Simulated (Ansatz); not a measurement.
Born–Oppenheimer molecular dynamics of a periodic cell of 12 atoms, N (packed as 6 N2, density as packed 0.62 g/cm³ with natural masses). It goes on from the last frame of an earlier run, with new velocities.

Level of theory: DFT PBE, scalar-relativistic, plane waves, PAW (Ansatz 0.2.0). Settings: cutoff 420 eV, k mesh 1x1x1, fermi-dirac smearing 0.05 eV, no spin polarisation.

| Item | Value |
| --- | --- |
| ensemble | NVT, Langevin thermostat |
| time step | 1.5 fs |
| steps asked | 400 |
| set temperature | 250 K |
| friction | 0.02 /fs |
| seed | 461081 |

Frames 30 fs apart, positions in Å.

Velocities at 75.0 fs (Å/ps):

```
N -8.15 -1.12 3.10
N -2.17 5.49 1.50
N 0.24 -2.60 -1.45
N 1.96 -7.71 -3.52
N 5.08 5.93 -2.17
N 2.11 -3.07 0.85
N 0.18 -4.26 -2.78
N -1.34 -3.33 3.96
N -1.48 -3.06 -1.74
N -4.30 4.21 -0.35
N 0.66 -3.61 -2.16
N -2.24 -3.23 -0.96
```

```xyz
12
Lattice="7.6767 0.0000 0.0000 0.0000 7.6767 0.0000 0.0000 0.0000 7.6767" Properties=species:S:1:pos:R:3 time_fs=75.0 energy_less_start_eV=-0.043 T=196
N 6.254 5.377 4.703
N 5.923 5.387 5.741
N 1.495 3.974 5.336
N 2.498 4.254 5.708
N 3.694 6.496 0.978
N 3.641 7.248 0.185
N 5.973 2.201 4.611
N 5.426 1.310 4.261
N 0.789 6.620 2.433
N 0.095 7.263 1.860
N 6.498 3.722 8.352
N 6.106 3.177 9.226
12
Lattice="7.6767 0.0000 0.0000 0.0000 7.6767 0.0000 0.0000 0.0000 7.6767" Properties=species:S:1:pos:R:3 time_fs=105.0 energy_less_start_eV=-0.037 T=212
N 6.011 5.374 4.689
N 5.969 5.532 5.756
N 1.484 3.955 5.331
N 2.557 4.091 5.566
N 3.781 6.594 1.053
N 3.701 7.236 0.174
N 6.069 2.089 4.630
N 5.357 1.296 4.388
N 0.722 6.636 2.331
N 0.011 7.340 1.852
N 6.547 3.615 8.423
N 6.001 3.114 9.239
12
Lattice="7.6767 0.0000 0.0000 0.0000 7.6767 0.0000 0.0000 0.0000 7.6767" Properties=species:S:1:pos:R:3 time_fs=135.0 energy_less_start_eV=-0.077 T=368
N 6.023 5.317 4.596
N 6.090 5.525 5.662
N 1.528 3.974 5.304
N 2.600 4.042 5.520
N 3.638 6.606 1.060
N 3.786 7.231 0.169
N 6.337 1.839 4.716
N 5.385 1.333 4.469
N 0.769 6.578 2.306
N 0.008 7.294 1.933
N 6.674 3.550 8.503
N 5.937 3.130 9.209
12
Lattice="7.6767 0.0000 0.0000 0.0000 7.6767 0.0000 0.0000 0.0000 7.6767" Properties=species:S:1:pos:R:3 time_fs=165.0 energy_less_start_eV=-0.047 T=213
N 6.194 5.331 4.500
N 6.222 5.350 5.604
N 1.535 3.828 5.188
N 2.583 3.921 5.516
N 3.675 6.477 0.961
N 3.835 7.352 0.339
N 6.572 1.604 4.734
N 5.515 1.352 4.551
N 0.823 6.388 2.303
N 0.052 7.146 2.059
N 6.660 3.530 8.477
N 5.949 3.134 9.243
12
Lattice="7.6767 0.0000 0.0000 0.0000 7.6767 0.0000 0.0000 0.0000 7.6767" Properties=species:S:1:pos:R:3 time_fs=195.0 energy_less_start_eV=-0.001 T=278
N 6.416 5.113 4.492
N 6.347 5.314 5.585
N 1.560 3.795 5.165
N 2.587 3.874 5.565
N 3.737 6.443 0.921
N 3.927 7.337 0.328
N 6.651 1.414 4.665
N 5.550 1.290 4.743
N 0.776 6.245 2.303
N 0.002 7.053 2.185
N 6.486 3.578 8.470
N 6.044 3.111 9.366
12
Lattice="7.6767 0.0000 0.0000 0.0000 7.6767 0.0000 0.0000 0.0000 7.6767" Properties=species:S:1:pos:R:3 time_fs=225.0 energy_less_start_eV=0.035 T=249
N 6.587 4.889 4.534
N 6.461 5.315 5.556
N 1.599 3.741 5.130
N 2.673 3.897 5.408
N 3.816 6.330 0.811
N 4.000 7.300 0.328
N 6.662 1.290 4.598
N 5.569 1.255 4.800
N 0.898 6.283 2.217
N -0.017 6.921 2.333
N 6.270 3.736 8.431
N 6.080 3.155 9.356
12
Lattice="7.6767 0.0000 0.0000 0.0000 7.6767 0.0000 0.0000 0.0000 7.6767" Properties=species:S:1:pos:R:3 time_fs=255.0 energy_less_start_eV=-0.008 T=253
N 6.598 4.768 4.579
N 6.508 5.354 5.530
N 1.668 3.518 5.094
N 2.676 3.941 5.316
N 3.845 6.260 0.651
N 3.926 7.292 0.271
N 6.602 1.302 4.661
N 5.501 1.337 4.822
N 1.058 6.425 2.174
N 0.029 6.764 2.390
N 6.133 3.852 8.449
N 6.074 3.078 9.236
12
Lattice="7.6767 0.0000 0.0000 0.0000 7.6767 0.0000 0.0000 0.0000 7.6767" Properties=species:S:1:pos:R:3 time_fs=285.0 energy_less_start_eV=-0.031 T=196
N 6.660 4.776 4.597
N 6.381 5.306 5.535
N 1.817 3.423 5.037
N 2.777 3.857 5.388
N 3.995 6.341 0.652
N 3.880 7.306 0.147
N 6.523 1.346 4.659
N 5.492 1.595 4.953
N 1.203 6.563 2.228
N 0.136 6.679 2.437
N 6.013 3.817 8.402
N 6.017 2.985 9.114
12
Lattice="7.6767 0.0000 0.0000 0.0000 7.6767 0.0000 0.0000 0.0000 7.6767" Properties=species:S:1:pos:R:3 time_fs=315.0 energy_less_start_eV=-0.019 T=207
N 6.708 4.796 4.683
N 6.353 5.248 5.608
N 1.954 3.437 4.996
N 2.874 3.812 5.486
N 4.143 6.353 0.734
N 3.792 7.265 0.213
N 6.415 1.350 4.672
N 5.481 1.764 5.055
N 1.271 6.624 2.241
N 0.180 6.639 2.405
N 5.880 3.754 8.415
N 5.897 2.853 9.052
12
Lattice="7.6767 0.0000 0.0000 0.0000 7.6767 0.0000 0.0000 0.0000 7.6767" Properties=species:S:1:pos:R:3 time_fs=345.0 energy_less_start_eV=0.057 T=140
N 6.724 4.804 4.804
N 6.408 5.226 5.746
N 1.991 3.535 5.072
N 2.985 3.863 5.390
N 4.206 6.294 0.844
N 3.743 7.166 0.327
N 6.270 1.319 4.688
N 5.476 1.882 5.181
N 1.213 6.712 2.211
N 0.141 6.620 2.436
N 5.827 3.739 8.434
N 5.896 2.801 8.990
12
Lattice="7.6767 0.0000 0.0000 0.0000 7.6767 0.0000 0.0000 0.0000 7.6767" Properties=species:S:1:pos:R:3 time_fs=375.0 energy_less_start_eV=-0.011 T=313
N 6.663 4.755 4.834
N 6.382 5.197 5.785
N 1.931 3.634 5.315
N 2.937 4.056 5.252
N 4.152 6.264 0.985
N 3.812 7.116 0.368
N 6.080 1.353 4.649
N 5.439 1.946 5.317
N 1.142 6.858 2.240
N 0.054 6.688 2.269
N 5.906 3.724 8.545
N 5.841 2.747 9.041
12
Lattice="7.6767 0.0000 0.0000 0.0000 7.6767 0.0000 0.0000 0.0000 7.6767" Properties=species:S:1:pos:R:3 time_fs=405.0 energy_less_start_eV=0.030 T=229
N 6.531 4.653 4.846
N 6.321 5.123 5.820
N 1.929 3.773 5.439
N 2.906 4.168 5.119
N 4.161 6.339 1.171
N 3.915 6.920 0.267
N 5.954 1.455 4.582
N 5.536 1.981 5.467
N 1.132 6.956 2.265
N 0.058 6.722 2.074
N 5.949 3.599 8.548
N 5.837 2.677 9.098
```

Of the whole run (600 fs, mean temperature of the second half 222 K): The mean temperature of the second half is 11 % below the set value. A run of 0.6 ps of so small a system gives no equilibrium averages. Limits of this set-up: coarse k mesh.

Run time: 12 min on 1 thread of Intel(R) Xeon(R) Platinum 8488C (Sapphire Rapids) (shared host), peak memory 0.52 GiB.
